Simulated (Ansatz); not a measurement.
Here is an Ansatz 0.2.0 calculation.

The input input.yaml:

```yaml
crystal:
  lattice:
    - [4.1636340796, 0.0, 0.0]
    - [-2.0818170398, 3.605812885, 0.0]
    - [0.0, 0.0, 2.626466]
  atoms:
    - { symbol: Ge, position: [0.0, 0.0, 0.0] }
    - { symbol: Fe, position: [0.3333333333, 0.6666666667, 0.5], spin: 4.5 }
    - { symbol: Fe, position: [0.6666666667, 0.3333333333, 0.5], spin: 4.5 }
hamiltonian:
  xc: pbesol
  pseudopotentials: { kind: paw }
magnetization:
  spin_polarized: true
kpoints:
  mp_grid: { grid: [7, 7, 10] }
scf:
  occupations: { method: fermi_dirac, width: 0.05 }
output:
  forces: true
  stress: true
  eigenvalues: true
```

Potentials or basis: Ansatz PAW.

Launch:

```bash
$ ansatz run input.yaml --threads 2 --pin off --max-ram 5632MiB --backend cpu --events-out ev --progress --plain --runs-dir out
```

Q: Predict the band gap on the k mesh.

A: None (metal or under the smearing width).

Q: What does it give for the site moments?

A: Ge +0.01; Fe +2.45 μB.

Stress tensor (GPa, compression positive):
```
-7.45  0.00  0.00
 0.00 -7.45  0.00
 0.00  0.00 -6.27
```

Caveat: the PAW data sets come from PBE, with cores solved anew for the run's functional, which leaves a small shift of forces and pressure.
